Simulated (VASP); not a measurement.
# Al (Im-3m) in VASP: a series of runs

The runs below take Al through single point, with PBE.

Program: VASP 6.6.1. These are calculated values, not measurements. Logs are shortened: lines on timing, memory, paths and dates and some standing lists are left out, and cuts for length are marked.

## (1) Starting point

Symmetry: Im-3m, No. 229, cubic system. Conventional cell: a = 3.182 Å, b = 3.182 Å, c = 3.182 Å, α = 90.00°, β = 90.00°, γ = 90.00°. Around Al (site symmetry m-3m) lie 8 Al at 2.76 Å.

This isn't the form of Al at room conditions, which is fcc.

## (2) Single point, PBE

Input file INCAR:

```
SYSTEM = Al
PREC = Accurate ; ENCUT = 520
EDIFF = 1E-6 ; ISMEAR = 0
SIGMA = 0.1 ; LREAL = .False.
LASPH = .True. ; NELM = 80
ALGO = Fast ; ISIF = 2
LWAVE = .False. ; LCHARG = .False.
GGA = PE ; NBANDS = 8
```

Input file KPOINTS:

```
regular mesh
0
Gamma
  8 8 8
  0 0 0
```

Input file POSCAR:

```
Al
1.0
   -1.5912186900      1.5912186900      1.5912186900
    1.5912186900     -1.5912186900      1.5912186900
    1.5912186900      1.5912186900     -1.5912186900
Al
1
Direct
    0.0000000000      0.0000000000      0.0000000000
```

Potentials or basis: VASP PAW PBE potentials, release 64 (Al).

On the command line:

```console
$ cat potpaw_PBE.64/Al/POTCAR > POTCAR
$ mpirun -np 1 vasp_std > vasp.out
```

OUTCAR:

```text
SYSTEM = Al
   PREC = Accurate
   ENCUT = 520
   EDIFF = 1E-6
   ISMEAR = 0
   LREAL = .False.
   LASPH = .True.
   NELM = 80
   ISIF = 2
   GGA = PE

 ion  position               nearest neighbor table
   1  0.000  0.000  0.000-

  LATTYP: Found a body centered cubic cell.
 ALAT       =     3.1824373800

  Lattice vectors:

 A1 = (  -1.5912186900,   1.5912186900,   1.5912186900)
 A2 = (   1.5912186900,  -1.5912186900,   1.5912186900)
 A3 = (   1.5912186900,   1.5912186900,  -1.5912186900)

Analysis of symmetry for initial positions (statically):
=====================================================================
 Subroutine PRICEL returns:
 Original cell was already a primitive cell.

 Routine SETGRP: Setting up the symmetry group for a
 body centered cubic supercell.

 Subroutine GETGRP returns: Found 48 space group operations
 (whereof 48 operations were pure point group operations)
 out of a pool of 48 trial point group operations.

The static configuration has the point symmetry O_h .

Analysis of symmetry for dynamics (positions and initial velocities):
=====================================================================
 Subroutine PRICEL returns:
 Original cell was already a primitive cell.

 Routine SETGRP: Setting up the symmetry group for a
 body centered cubic supercell.

 Subroutine GETGRP returns: Found 48 space group operations
 (whereof 48 operations were pure point group operations)
 out of a pool of 48 trial point group operations.

The dynamic configuration has the point symmetry O_h .

 Subroutine INISYM returns: Found 48 space group operations
 (whereof 48 operations are pure point group operations),
 and found     1 'primitive' translations

----------------------------------------------------------------------------------------

                                     Primitive cell

  volume of cell :      16.1157

  direct lattice vectors                    reciprocal lattice vectors
    -1.591218690  1.591218690  1.591218690     0.000000000  0.314224565  0.314224565
     1.591218690 -1.591218690  1.591218690     0.314224565  0.000000000  0.314224565
     1.591218690  1.591218690 -1.591218690     0.314224565  0.314224565  0.000000000

  length of vectors
     2.756071617  2.756071617  2.756071617     0.444380641  0.444380641  0.444380641

  position of ions in fractional coordinates (direct lattice)
     0.000000000  0.000000000  0.000000000

  ion indices of the primitive-cell ions
   primitive index   ion index
                 1           1

----------------------------------------------------------------------------------------

 KPOINTS: regular mesh

Automatic generation of k-mesh.
 Grid dimensions read from file:
 generate k-points for:    8    8    8

 Generating k-lattice:

  Cartesian coordinates                     Fractional coordinates (reciprocal lattice)
     0.000000000  0.039278071  0.039278071     0.125000000  0.000000000  0.000000000
     0.039278071  0.000000000  0.039278071     0.000000000  0.125000000  0.000000000
     0.039278071  0.039278071  0.000000000     0.000000000  0.000000000  0.125000000

  Length of vectors
     0.055547580  0.055547580  0.055547580

  Shift w.r.t. Gamma in fractional coordinates (k-lattice)
     0.000000000  0.000000000  0.000000000

 Subroutine IBZKPT returns following result:
 ===========================================

 Found     29 irreducible k-points:

 Following reciprocal coordinates:
            Coordinates               Weight
  0.000000  0.000000  0.000000      1.000000
  0.125000  0.000000  0.000000     12.000000
  0.250000  0.000000  0.000000     12.000000
  0.375000  0.000000  0.000000     12.000000
  0.500000  0.000000  0.000000      6.000000
  0.125000  0.125000  0.000000     24.000000
[... 16 lines left out ...]
 -0.250000  0.250000  0.250000      6.000000
 -0.375000  0.375000  0.250000     24.000000
 [... further k-points ...]
   k-points           NKPTS =     29   k-points in BZ     NKDIM =     29   number of bands    NBANDS=      8
   number of dos      NEDOS =    301   number of ions     NIONS =      1
   total plane-waves  NPLWV =   8000
   dimension x,y,z NGX =    20 NGY =   20 NGZ =   20
   dimension x,y,z NGXF=    40 NGYF=   40 NGZF=   40
   ions per type =               1
   NGX,Y,Z   is equivalent  to a cutoff of  12.06, 12.06, 12.06 a.u.
   NGXF,Y,Z  is equivalent  to a cutoff of  24.13, 24.13, 24.13 a.u.
 SYSTEM =  Al
   PREC   = accura    normal or accurate (medium, high low for compatibility)
   ISTART =      0    job   : 0-new  1-cont  2-samecut
   ICHARG =      2    charge: 1-file 2-atom 10-const
   ISPIN  =      1    spin polarized calculation?
   LNONCOLLINEAR =      F non collinear calculations
   LSORBIT =      F    spin-orbit coupling
   LASPH  =      T    aspherical Exc in radial PAW
   ENCUT  =  520.0 eV  38.22 Ry    6.18 a.u.   5.12  5.12  5.12*2*pi/ulx,y,z
   NELM   =     80;   NELMIN=  2; NELMDL= -5     # of ELM steps
   EDIFF  = 0.1E-05   stopping-criterion for ELM
   LREAL  =      F    real-space projection
   EDIFFG = 0.1E-04   stopping-criterion for IOM
   NSW    =      0    number of steps for IOM
   IBRION =     -1    ionic relax: 0-MD 1-quasi-New 2-CG
   NFREE  =      0    steps in history (QN), initial steepest desc. (CG)
   ISIF   =      2    stress and relaxation
   ISYM   =      2    0-nonsym 1-usesym 2-fastsym
   POTIM  = 0.5000    time-step for ionic-motion
   TEBEG  =    0.0;   TEEND  =   0.0 temperature during run
   PSTRESS=    0.0 pullay stress
   NELECT =       3.0000    total number of electrons
   NUPDOWN=      -1.0000    fix difference up-down
   EMIN   =  10.00;   EMAX   =-10.00  energy-range for DOS
   EFERMI =   0.00;   METHOD = LEGACY
   ISMEAR =     0;   SIGMA  =   0.10  broadening in eV -4-tet -1-fermi 0-gaus
   EFERMI_NEDOS =   21; number of points for ismear=-14 and -15
   IALGO  =     68    algorithm
   IMIX   =      4    mixing-type and parameters
     AMIX     =   0.40;   BMIX     =  1.00
     AMIX_MAG =   1.60;   BMIX_MAG =  1.00
  volume/ion in A,a.u.               =      16.12       108.75
  Fermi-wavevector in a.u.,A,eV,Ry     =   0.934757  1.766435 11.888371  0.873771
  Thomas-Fermi vector in A             =   2.061595
   LORBIT       =      0    0 simple, 1 ext, 2 COOP (PROOUT), +10 PAW based schemes
   GGA     = PE    functional components
   LHFCALC =     F    Hartree Fock is set to
   AEXX    =    0.0000 exact exchange contribution
   IVDW    =     0    specifies the selected vdW correction
   LEPSILON=     F    determine dielectric tensor
   LRPA    =     F    only Hartree local field effects (RPA)
 non-spin polarized calculation
 RMM-DIIS sequential band-by-band and
 Gauss-broadening in eV      SIGMA  =   0.10
  energy-cutoff  :      520.00
  volume of cell :       16.12
 maximum number of plane-waves:       466
   NGX = 11   NGY = 11   NGZ = 11

 number of electron       3.0000000 magnetization

 Free energy of the ion-electron system (eV)
  ---------------------------------------------------
  ext. energy  EPLUGINS =         0.00000000
  ---------------------------------------------------
  free energy    TOTEN  =        -3.60305725 eV

  energy without entropy =       -3.59697811  energy(sigma->0) =       -3.60001768

 E-fermi :   8.3968     XC(G=0): -10.2867

 val. band max:        8.3710802269   @ k =   0.2500   0.2500   0.1250
 cond. band min:       8.4150736794   @ k =  -0.3750   0.3750   0.1250
 fundamental gap:      0.0439934525
 Fermi energy:         8.3967600470

 k-point     1 :       0.0000    0.0000    0.0000
  band No.  band energies     occupation
      1      -3.0450      2.00000
      2      21.6645      0.00000
      3      21.6645      0.00000
      4      21.6645      0.00000
      5      23.3051      0.00000
      6      23.3051      0.00000
      7      23.3051      0.00000
      8      24.7550      0.00000

 k-point     2 :       0.1250    0.0000    0.0000
  band No.  band energies     occupation
      1      -2.5887      2.00000
      2      17.7874      0.00000
      3      19.7924      0.00000
      4      20.2177      0.00000
      5      21.7905      0.00000
      6      22.8637      0.00000
      7      24.5461      0.00000
      8      25.0688      0.00000

 k-point     3 :       0.2500    0.0000    0.0000
  band No.  band energies     occupation
      1      -1.2287      2.00000
      2      12.6148      0.00000
      3      18.0216      0.00000
      4      18.2784      0.00000
      5      19.9512      0.00000
      6      21.3262      0.00000
      7      26.1116      0.00000
      8      26.2358      0.00000

 k-point     4 :       0.3750    0.0000    0.0000
  band No.  band energies     occupation
      1       1.0084      2.00000
      2       7.9990      2.00000
      3      16.9531      0.00000
      4      17.0104      0.00000
      5      18.7881      0.00000
      6      20.2600      0.00000
      7      27.7851      0.00000
      8      28.5349      0.00000

 k-point     5 :       0.5000    0.0000    0.0000
  band No.  band energies     occupation
      1       3.8429      2.00000
      2       4.3656      2.00000
      3      16.5788      0.00000
      4      16.5976      0.00000
      5      18.3963      0.00000
      6      19.8780      0.00000
      7      29.2199      0.00000
      8      30.5845      0.00000
[... 177 lines left out ...]
 k-point    22 :       0.2500    0.2500    0.2500
  band No.  band energies     occupation
      1       7.2288      2.00000
      2       7.2288      2.00000
      3       7.2288      2.00000
      4       8.7754      0.00000
      5      30.4238      0.00000
      6      30.4238      0.00000
      7      31.6319      0.00000
      8      31.6319      0.00000

 k-point    23 :      -0.2500    0.2500    0.2500
  band No.  band energies     occupation
      1       0.5647      2.00000
      2      13.3532      0.00000
      3      13.3532      0.00000
      4      14.8593      0.00000
      5      16.5136      0.00000
      6      25.2219      0.00000
      7      26.4939      0.00000
      8      27.5176      0.00000

 k-point    24 :      -0.3750    0.3750    0.2500
  band No.  band energies     occupation
      1       2.7725      2.00000
      2       9.6243      0.00000
      3      12.1554      0.00000
      4      14.2638      0.00000
      5      16.9619      0.00000
      6      22.9693      0.00000
      7      25.0190      0.00000
      8      28.1045      0.00000

 [... further k-points ...]

------------------------ aborting loop because EDIFF is reached ----------------------------------------

  FORCE on cell =-STRESS in cart. coord.  units (eV):
  Direction    XX          YY          ZZ          XY          YZ          ZX
  --------------------------------------------------------------------------------------
  -------------------------------------------------------------------------------------
  Total        0.4181094      0.4181094      0.4181094     -0.0000000     -0.0000000     -0.0000000
  in kB       41.5672121     41.5672121     41.5672121     -0.0000000     -0.0000000     -0.0000000
  external PRESSURE =      41.5672121 kB  Pullay stress =       0.0000000 kB

 VOLUME and BASIS-vectors are now :
 -----------------------------------------------------------------------------
  energy-cutoff  :      520.00
  volume of cell :       16.12
      direct lattice vectors                 reciprocal lattice vectors
    -1.591218690  1.591218690  1.591218690     0.000000000  0.314224565  0.314224565
     1.591218690 -1.591218690  1.591218690     0.314224565  0.000000000  0.314224565
     1.591218690  1.591218690 -1.591218690     0.314224565  0.314224565  0.000000000

 POSITION                                       TOTAL-FORCE (eV/Angst)
 -----------------------------------------------------------------------------------
      0.00000      0.00000      0.00000         0.000000      0.000000      0.000000
 -----------------------------------------------------------------------------------
    total drift:                                0.000000      0.000000     -0.000000

  FREE ENERGIE OF THE ION-ELECTRON SYSTEM (eV)
  ---------------------------------------------------
  free  energy   TOTEN  =        -3.6030572540 eV

  energy  without entropy=       -3.5969781117  energy(sigma->0) =       -3.60001768
```

Wall time 5.9 s (1 thread of Intel Xeon Platinum 8175M at 2.50GHz (Skylake/Cascade Lake), shared host); peak memory 0.12 GiB.

What came out:

```yaml
Free_energy: -3.6031 eV
Pressure: 4.2 GPa
Band_gap_on_the_k_mesh: none (metal or under the smearing width)
```

Levels at points of the mesh, in eV from the Fermi level:
```tsv
k point	band 1	band 2	band 3	band 4	band 5	band 6
(0.00, 0.00, 0.00)	-11.44	13.27	13.27	13.27	14.91	14.91
(0.50, 0.00, 0.00)	-4.55	-4.03	8.18	8.20	10.00	11.48
(0.50, 0.50, 0.50)	1.76	1.76	1.76	2.80	2.80	5.73
```

## (3) Single point, PBE

This run uses another cell than the first one, of 16.93 Å³/atom, 1.050 times its volume.

Input file INCAR:

```
SYSTEM = Al
PREC = Accurate
ENCUT = 520
EDIFF = 1E-6
ISMEAR = 0
SIGMA = 0.1
LREAL = .False.
LASPH = .True.
NELM = 100
ALGO = Normal
ISIF = 2
LWAVE = .False.
LCHARG = .False.
GGA = PE
NBANDS = 8
```

Input file KPOINTS:

```
regular mesh
0
Gamma
  18 18 18
  0 0 0
```

Input file POSCAR:

```
Al
1.0
   -1.6175102217      1.6175102217      1.6175102217
    1.6175102217     -1.6175102217      1.6175102217
    1.6175102217      1.6175102217     -1.6175102217
Al
1
Direct
    0.0000000000      0.0000000000      0.0000000000
```

Potentials or basis: VASP PAW PBE potentials, release 64 (Al).

On the command line:

```console
$ cat potpaw_PBE.64/Al/POTCAR > POTCAR
$ mpirun -np 1 vasp_std > vasp.out
```

Run time: 5.8 s. Hardware: 1 thread of Intel Xeon 6975P-C (Granite Rapids), shared host; peak memory 0.14 GiB.

Results (log left out):

```
Free energy            : -3.6529 eV
Pressure               : 0.0 GPa
Band gap on the k mesh : none (metal or under the smearing width)
```

Levels at points of the mesh, in eV from the Fermi level:
```
           k point  band 1  band 2  band 3  band 4  band 5  band 6
(0.00, 0.00, 0.00)  -10.96   13.11   13.11   13.11   14.32   14.32
(0.50, 0.00, 0.00)   -4.23   -3.84    7.96    8.20    9.79   11.20
(0.50, 0.50, 0.50)    1.82    1.82    1.82    3.02    3.02    5.28
```
